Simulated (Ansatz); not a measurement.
**One atom moved over a plane in PtS2**

The calculation used Ansatz 0.2.0, DFT PBE, scalar-relativistic, plane waves, PAW. Settings: plane waves to 420 eV, k-mesh 12×12×8 (Γ-centred), Gaussian smearing 0.05 eV. Spin–orbit coupling is left out, which matters for the heavy elements here. No spin polarisation. Energies are free energies at this smearing, counted from the undisturbed cell; pressure is positive in compression.

The undisturbed cell (as given, not relaxed at this level; it stands at 2.4 GPa):

```xyz
3
Lattice="3.5432 0.0000 0.0000 -1.7716 3.0685 0.0000 0.0000 0.0000 5.0388" Properties=species:S:1:pos:R:3 pbc="T T T"
Pt    0.0000    0.0000    0.0000
S     0.0000    2.0457    1.2597
S     1.7716    1.0228    3.7791
```

The cell holds layers and no dispersion correction was added, so their binding is poorly described.

Atom 2 (S) is moved by p along (0.707, 0.707, 0.000) and q along (0.000, 0.000, 1.000) (Å), all else fixed. Points are written (p, q).

Energy above the undisturbed cell in eV/cell (a dash: not computed):

| p \ q | -0.300 | -0.150 | 0.000 | 0.150 | 0.300 |
| --- | --- | --- | --- | --- | --- |
| -0.300 | 1.10 | 0.56 | 0.35 | 0.39 | 0.63 |
| -0.150 | 0.62 | – | 0.09 | – | 0.52 |
| 0.000 | 0.45 | 0.08 | 0.00 | 0.16 | 0.48 |
| 0.150 | 0.65 | – | 0.11 | – | 0.53 |
| 0.300 | 1.34 | 0.72 | 0.45 | – | 0.68 |

Pressure in GPa:

```
 p \ q  -0.300  -0.150  0.000  0.150  0.300
-0.300    20.7    12.3    5.4    0.1   -3.8
-0.150    16.9       –    3.2      –   -5.0
 0.000    15.5     8.3    2.4   -2.2   -5.5
 0.150    17.2       –    3.3      –   -5.0
 0.300    22.7    13.8    6.5      –   -3.2
```

Gap on the k-mesh in eV:

| p \ q | -0.300 | -0.150 | 0.000 | 0.150 | 0.300 |
| --- | --- | --- | --- | --- | --- |
| -0.300 | 0.41 | 0.45 | 0.24 | 0.08 | 0.00 |
| -0.150 | 0.56 | – | 0.42 | – | 0.00 |
| 0.000 | 0.60 | 0.70 | 0.55 | 0.11 | 0.00 |
| 0.150 | 0.53 | – | 0.43 | – | 0.00 |
| 0.300 | 0.40 | 0.39 | 0.29 | – | 0.00 |

Where the gap reads zero the k-mesh, chosen for the insulator, is on the coarse side.